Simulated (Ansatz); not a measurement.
A run of Ansatz 0.2.0 is set up as follows.

input.yaml

```yaml
crystal:
  lattice:
    - [-1.6069, 1.6069, 3.91495]
    - [1.6069, -1.6069, 3.91495]
    - [1.6069, 1.6069, -3.91495]
  atoms:
    - { symbol: W, position: [0.0, 0.0, 0.0] }
    - { symbol: Si, position: [0.6653, 0.6653, 0.0] }
    - { symbol: Si, position: [0.3347, 0.3347, 0.0] }
hamiltonian:
  xc: pbe
  pseudopotentials: { kind: paw }
kpoints:
  mp_grid: { grid: [12, 12, 12] }
  band_path:
    path:
      - [[0.0, 0.0, 0.0], [0.0, 0.0, 0.5], [-0.084235521, 0.084235521, 0.5], [-0.2921177605, 0.2921177605, 0.2921177605], [0.0, 0.0, 0.0], [0.5, 0.5, -0.5], [0.2921177605, 0.7078822395, -0.2921177605], [0.0, 0.5, 0.0], [0.25, 0.25, 0.25], [0.5, 0.5, -0.084235521], [0.5, 0.5, -0.5]]
      - [[0.0, 0.0, 0.5], [0.25, 0.25, 0.25]]
    npoints: 14
scf:
  occupations: { method: fermi_dirac, width: 0.05 }
  n_extra_bands: 7
output:
  forces: true
  stress: true
  eigenvalues: true
  fatbands: false
```

Potentials or basis: Ansatz PAW.

Launch:

```bash
$ ansatz run input.yaml --threads 2 --pin off --max-ram 5632MiB --backend cpu --events-out ev --progress --plain --runs-dir out
```

Problem. What does it give for the pressure?

Solution. 3.3 GPa.

Problem. What does it give for the largest force?

Solution. 0.076 eV/Å.

Stress tensor (GPa, compression positive):
```
3.09 0.00 0.00
0.00 3.09 0.00
0.00 0.00 3.68
```

Caveat: spin-orbit coupling is left out, which moves the levels of the heavy elements.
